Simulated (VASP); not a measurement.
# CdS in VASP: one cell, several levels of theory, part 1 of 2

Aim: gap, levels, forces and stress of CdS (zincblende), under -3.0 % equal strain in all directions at fixed geometry. Runs: PBE, r2SCAN. The results are then set beside those of Ansatz 0.2.0 for the same cell.

Code: VASP 6.6.1. PAW datasets, plane waves. Spin-unpolarised throughout; all numbers are computed.

## 1. The system as given

The cell comes from an earlier relaxation with r2SCAN in another program.

The symmetry is F-43m (No. 216, cubic); a = 5.702 Å in the conventional setting, 23.17 Å³ an atom. Near Cd stand 4 S at 2.47 Å; near S stand 4 Cd at 2.47 Å.

The structure in full:

```
CELL_PARAMETERS angstrom
0.00000 2.85104 2.85104
2.85104 0.00000 2.85104
2.85104 2.85104 0.00000
ATOMIC_POSITIONS crystal
Cd 0.00000 0.00000 0.00000
S 0.25000 0.25000 0.25000
```

## 2. PBE

The input, INCAR:

```
ENCUT = 520.000000
SIGMA = 0.020000
EDIFF = 1.00e-07
GGA = PE
PREC = Accurate
IBRION = -1
ISIF = 2
ISMEAR = -1
NBANDS = 16
NELM = 120
NSW = 0
LASPH = .TRUE.
LCHARG = .FALSE.
LWAVE = .FALSE.
LREAL = .FALSE.
```

The input, KPOINTS:

```
KPOINTS created by Atomic Simulation Environment
0
Gamma
8 8 8
0 0 0
```

The input, KPOINTS_OPT:

```
special points
6
Reciprocal
0.0000000000 0.0000000000 0.0000000000 1
-0.5000000000 -0.5000000000 0.0000000000 1
-0.3750000000 -0.3750000000 0.2500000000 1
-0.3750000000 0.0000000000 0.3750000000 1
0.0000000000 0.0000000000 0.5000000000 1
-0.5000000000 -0.2500000000 0.2500000000 1
```

The input, POSCAR:

```
Cd S
 1.0000000000000000
     0.0000000000000000    2.8510383978000000    2.8510383978000000
     2.8510383978000000    0.0000000000000000    2.8510383978000000
     2.8510383978000000    2.8510383978000000    0.0000000000000000
 Cd  S
   1   1
Cartesian
  0.0000000000000000  0.0000000000000000  0.0000000000000000
  1.4255191988999998  1.4255191988999998  1.4255191988999998
```

Potentials: the recommended PBE PAW datasets, 18 valence electrons in the neutral cell.

Run with:

```sh
mpirun -np 1 vasp_std
```

Standard output, without the iteration lines:

```text
POSCAR found type information on POSCAR CdS
 POSCAR found :  2 types and       2 ions
 LDA part: xc-table for (Slater+PW92), standard interpolation
 POSCAR, INCAR and KPOINTS ok, starting setup
 FFT: planning ... GRIDC
 FFT: planning ... GRID_SOFT
 FFT: planning ... GRID
 WAVECAR not read
 entering main loop
 Start KPOINTS_OPT (optional k-point list driver)
k-point batch [1-6\6]
```

OSZICAR:

```text
N       E                     dE             d eps       ncg     rms          rms(c)
DAV:   1     0.111039469841E+03    0.11104E+03   -0.92119E+03   960   0.104E+03
DAV:   2    -0.236356160058E+01   -0.11340E+03   -0.10684E+03  1136   0.257E+02
DAV:   3    -0.651922900830E+01   -0.41557E+01   -0.41474E+01  1200   0.515E+01
DAV:   4    -0.654334647949E+01   -0.24117E-01   -0.24116E-01  1104   0.387E+00
DAV:   5    -0.654365110304E+01   -0.30462E-03   -0.30462E-03  1200   0.411E-01    0.946E+00
DAV:   6    -0.602578898162E+01    0.51786E+00   -0.80446E-01  1376   0.121E+01    0.738E+00
DAV:   7    -0.600376151263E+01    0.22027E-01   -0.22258E-01  1200   0.326E+00    0.340E+00
DAV:   8    -0.600401225730E+01   -0.25074E-03   -0.21839E-02  1096   0.194E+00    0.374E-01
DAV:   9    -0.600389619950E+01    0.11606E-03   -0.25632E-03  1080   0.803E-01    0.611E-02
DAV:  10    -0.600397993204E+01   -0.83733E-04   -0.25444E-04  1112   0.192E-01    0.570E-02
DAV:  11    -0.600404731197E+01   -0.67380E-04   -0.96092E-05  1072   0.842E-02    0.176E-02
DAV:  12    -0.600404430247E+01    0.30095E-05   -0.24675E-05  1208   0.681E-02    0.952E-03
DAV:  13    -0.600404518413E+01   -0.88166E-06   -0.34116E-06  1088   0.178E-02    0.555E-03
DAV:  14    -0.600404512998E+01    0.54150E-07   -0.18928E-07  1152   0.337E-03
   1 F= -.60040451E+01 E0= -.60040451E+01  d E =-.661911E-11
       N       E                     dE             ncg
DAV:   1     0.767332497145E+03   -0.31614E+04      200
DAV:   2     0.102040216437E+03   -0.66529E+03      248
DAV:   3     0.797638838489E+02   -0.22276E+02      224
DAV:   4     0.796453231366E+02   -0.11856E+00      256
DAV:   5     0.796438587911E+02   -0.14643E-02      224
DAV:   6     0.796438313850E+02   -0.27406E-04      264
DAV:   7     0.796438307322E+02   -0.65272E-06      224
DAV:   8     0.796438307158E+02   -0.16445E-07      232
```

The lines after F= are the extra pass for the points of KPOINTS_OPT, at fixed density; their E is not a total energy.

OUTCAR, selected sections:

```text
k-points           NKPTS =     29   k-points in BZ     NKDIM =     29   number of bands    NBANDS=     16

   NELECT =      18.0000    total number of electrons

   dimension x,y,z NGX =    30 NGY =   30 NGZ =   30
   dimension x,y,z NGXF=    60 NGYF=   60 NGZF=   60

  energy-cutoff  :      520.00
  volume of cell :       46.35
      direct lattice vectors                 reciprocal lattice vectors
     0.000000000  2.851038398  2.851038398    -0.175374699  0.175374699  0.175374699
     2.851038398  0.000000000  2.851038398     0.175374699 -0.175374699  0.175374699
     2.851038398  2.851038398  0.000000000     0.175374699  0.175374699 -0.175374699

 k-points in reciprocal lattice and weights: KPOINTS created by Atomic Simulation Env
   0.00000000  0.00000000  0.00000000       0.002
   0.12500000  0.00000000  0.00000000       0.016
   0.25000000  0.00000000  0.00000000       0.016
   0.37500000  0.00000000  0.00000000       0.016
   0.50000000  0.00000000  0.00000000       0.008
   0.12500000  0.12500000  0.00000000       0.012
   0.25000000  0.12500000  0.00000000       0.047
   0.37500000  0.12500000  0.00000000       0.047
[... 21 more k-points ...]

 E-fermi :   2.3379

 k-point     1 :       0.0000    0.0000    0.0000
  band No.  band energies     occupation
      1     -10.8874      2.00000
      2      -6.0797      2.00000
      3      -6.0797      2.00000
      4      -6.0797      2.00000
      5      -5.5000      2.00000
      6      -5.5000      2.00000
      7       1.9288      2.00000
      8       1.9288      2.00000
      9       1.9288      2.00000
     10       3.2241      0.00000
     11       8.4467      0.00000
     12       8.4467      0.00000
     13       8.4467      0.00000
     14      13.5051      0.00000
     15      13.5051      0.00000
     16      13.7398      0.00000

 k-point     2 :       0.1250    0.0000    0.0000
  band No.  band energies     occupation
      1     -10.8156      2.00000
      2      -6.0530      2.00000
      3      -6.0530      2.00000
      4      -6.0240      2.00000
      5      -5.5015      2.00000
      6      -5.5015      2.00000
      7       0.8590      2.00000
      8       1.7892      2.00000
      9       1.7892      2.00000
     10       4.0661      0.00000
     11       8.2135      0.00000
     12       8.6646      0.00000
     13       8.6646      0.00000
     14      12.8783      0.00000
     15      12.8783      0.00000
     16      14.2077      0.00000

 k-point     3 :       0.2500    0.0000    0.0000
  band No.  band energies     occupation
      1     -10.6410      2.00000
      2      -5.9949      2.00000
      3      -5.9949      2.00000
      4      -5.8137      2.00000
      5      -5.4952      2.00000
      6      -5.4952      2.00000
      7      -0.7341      2.00000
      8       1.4764      2.00000
      9       1.4764      2.00000
     10       4.8534      0.00000
     11       8.3012      0.00000
     12       8.9910      0.00000
     13       8.9910      0.00000
     14      12.6382      0.00000
     15      12.6382      0.00000
     16      13.4321      0.00000

 k-point     4 :       0.3750    0.0000    0.0000
  band No.  band energies     occupation
      1     -10.4664      2.00000
      2      -5.9503      2.00000
      3      -5.9503      2.00000
      4      -5.4706      2.00000
      5      -5.4706      2.00000
      6      -5.3951      2.00000
      7      -2.1908      2.00000
      8       1.1876      2.00000
      9       1.1876      2.00000
     10       5.0434      0.00000
     11       8.9959      0.00000
     12       8.9959      0.00000
     13       9.1076      0.00000
     14      13.0840      0.00000
     15      13.5505      0.00000
     16      13.5505      0.00000

 k-point     5 :       0.5000    0.0000    0.0000
  band No.  band energies     occupation
      1     -10.3947      2.00000
      2      -5.9367      2.00000
      3      -5.9367      2.00000
      4      -5.4539      2.00000
      5      -5.4539      2.00000
      6      -5.0562      2.00000
      7      -2.9126      2.00000
      8       1.0730      2.00000
      9       1.0730      2.00000
     10       5.0386      0.00000
     11       8.9300      0.00000
     12       8.9300      0.00000
     13       9.6038      0.00000
     14      13.2387      0.00000
     15      14.6203      0.00000
     16      14.6203      0.00000

 k-point     6 :       0.1250    0.1250    0.0000
  band No.  band energies     occupation
      1     -10.7918      2.00000
      2      -6.0385      2.00000
      3      -6.0275      2.00000
      4      -6.0275      2.00000
      5      -5.5203      2.00000
      6      -5.4845      2.00000
      7       0.8864      2.00000
      8       1.5552      2.00000
      9       1.5552      2.00000
     10       4.3774      0.00000
     11       7.7580      0.00000
     12       8.9470      0.00000
     13       8.9470      0.00000
     14      11.8186      0.00000
     15      13.5967      0.00000
     16      15.0117      0.00000

 k-point     7 :       0.2500    0.1250    0.0000
  band No.  band energies     occupation
      1     -10.6519      2.00000
      2      -5.9949      2.00000
      3      -5.9651      2.00000
      4      -5.8842      2.00000
      5      -5.5248      2.00000
      6      -5.4694      2.00000
      7      -0.2915      2.00000
      8       1.1922      2.00000
      9       1.2670      2.00000
     10       5.1966      0.00000
     11       7.5146      0.00000
     12       9.1661      0.00000
     13       9.4188      0.00000
     14      11.4332      0.00000
     15      13.4650      0.00000
     16      14.8824      0.00000

 k-point     8 :       0.3750    0.1250    0.0000
  band No.  band energies     occupation
      1     -10.4780      2.00000
      2      -5.9471      2.00000
      3      -5.9126      2.00000
      4      -5.6159      2.00000
      5      -5.4513      2.00000
      6      -5.4200      2.00000
      7      -1.7035      2.00000
      8       0.8756      2.00000
      9       0.9162      2.00000
     10       5.6086      0.00000
     11       8.0117      0.00000
     12       9.0660      0.00000
     13       9.5240      0.00000
     14      12.3443      0.00000
     15      14.0292      0.00000
     16      14.3174      0.00000

 k-point     9 :       0.5000    0.1250    0.0000
  band No.  band energies     occupation
      1     -10.3734      2.00000
      2      -5.9237      2.00000
      3      -5.8958      2.00000
      4      -5.5081      2.00000
      5      -5.4498      2.00000
      6      -5.0491      2.00000
      7      -2.7039      2.00000
      8       0.5422      2.00000
      9       0.8652      2.00000
     10       5.6621      0.00000
     11       8.1952      0.00000
     12       9.3474      0.00000
     13       9.7562      0.00000
     14      13.2298      0.00000
     15      14.5935      0.00000
     16      14.6493      0.00000

 k-point    10 :      -0.3750    0.1250    0.0000
  band No.  band energies     occupation
      1     -10.3969      2.00000
      2      -5.9216      2.00000
      3      -5.9112      2.00000
      4      -5.4896      2.00000
      5      -5.4826      2.00000
      6      -5.1607      2.00000
      7      -2.4627      2.00000
      8       0.4306      2.00000
      9       1.0637      2.00000
     10       5.6830      0.00000
     11       8.3354      0.00000
     12       9.2397      0.00000
     13       9.4896      0.00000
     14      13.2544      0.00000
     15      13.8503      0.00000
     16      14.8823      0.00000

 k-point    11 :      -0.2500    0.1250    0.0000
  band No.  band energies     occupation
      1     -10.5356      2.00000
      2      -5.9589      2.00000
      3      -5.9439      2.00000
      4      -5.6720      2.00000
      5      -5.5169      2.00000
      6      -5.4380      2.00000
      7      -1.2577      2.00000
      8       0.6209      2.00000
      9       1.4143      2.00000
     10       5.5515      0.00000
     11       8.3076      0.00000
     12       8.7836      0.00000
     13       9.1676      0.00000
     14      12.0551      0.00000
     15      13.7472      0.00000
     16      14.4972      0.00000

 k-point    12 :      -0.1250    0.1250    0.0000
  band No.  band energies     occupation
      1     -10.7097      2.00000
      2      -6.0217      2.00000
      3      -5.9973      2.00000
      4      -5.9297      2.00000
      5      -5.5189      2.00000
      6      -5.4813      2.00000
      7       0.0453      2.00000
      8       1.1541      2.00000
      9       1.7251      2.00000
     10       4.8468      0.00000
     11       7.9734      0.00000
     12       8.8580      0.00000
     13       8.9795      0.00000
     14      12.0118      0.00000
     15      12.9586      0.00000
     16      15.2347      0.00000

[... the tables of k-points 13 to 29 left out ...]

  Total        2.4765337      2.4765337      2.4765337      0.0000000      0.0000000     -0.0000000
  in kB       85.6082510     85.6082510     85.6082510      0.0000000      0.0000000     -0.0000000
  external PRESSURE =      85.6082510 kB  Pullay stress =       0.0000000 kB

 POSITION                                       TOTAL-FORCE (eV/Angst)
 -----------------------------------------------------------------------------------
      0.00000      0.00000      0.00000        -0.000000     -0.000000     -0.000000
      1.42552      1.42552      1.42552         0.000000      0.000000      0.000000
 -----------------------------------------------------------------------------------
    total drift:                               -0.000001     -0.000001     -0.000001

  FREE ENERGIE OF THE ION-ELECTRON SYSTEM (eV)
  ---------------------------------------------------
  free  energy   TOTEN  =        -6.0040451300 eV

  energy  without entropy=       -6.0040451300  energy(sigma->0) =       -6.00404513
```

Hardware: 1 MPI rank of Intel Xeon Platinum 8488C, shared host.

The levels at the points of KPOINTS_OPT are read from vasprun.xml.

Levels at the named points, in eV from the top of band v (v: the last filled band by count, c: the next):

```tsv
point	v−1	v	c	c+1
Γ	0.00	0.00	1.30	6.52
X	-2.13	-2.13	3.43	4.42
U	-2.85	-1.73	4.21	5.62
K	-2.85	-1.73	4.21	5.62
L	-0.86	-0.86	3.11	7.00
W	-2.59	-2.44	5.42	5.72
```

PBE gives a direct gap of 1.30 eV at Γ. Pressure: 8.56 GPa; the forces vanish within 0.01 eV/Å.

(Continued in part 2 of 2.)
